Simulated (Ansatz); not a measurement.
**ScAl3 (Pm-3m): electronic heat capacity and spin susceptibility from the density of states**

All numbers below come from DFT PBE, scalar-relativistic, plane waves, PAW (Ansatz).

Settings: cutoff 420 eV, Γ-centred mesh 10×10×10 on the computed 4-atom cell, Gaussian smearing of 0.10 eV; no spin polarisation.

Relaxed cell: Pm-3m, a = 4.105 Å, b = 4.105 Å, c = 4.105 Å, α = 90.00°, β = 90.00°, γ = 90.00°, 4 atoms in the primitive cell. Whether it is the stable form of this composition wasn't checked.

The density of states at the Fermi level is 1.346 states/eV in the cell of 4 atoms (1 formula unit; both spins, tetrahedra on a 15×15×15 mesh).

Problem. What Sommerfeld coefficient and Pauli susceptibility does this give?

Solution. Per formula unit N(E_F) = 1.346 states/eV. γ = (π²/3) k_B² N(E_F) N_A = 2.357 mJ/(mol K²) per state/eV, so γ = 3.2 mJ/(mol K²), a mole of formula units. χ_P = μ_B² N(E_F) N_A = 3.23×10⁻⁵ emu/mol per state/eV gives 4.4×10⁻⁵ emu/mol. This is the bare band result: a measured γ of the same phase is as a rule larger by a factor 1 + λ from phonons and spin fluctuations, the spin part of χ is larger by the Stoner factor, and a measured χ also holds orbital and core terms. N(E_F) at one energy is sensitive to the mesh where the density of states has sharp peaks.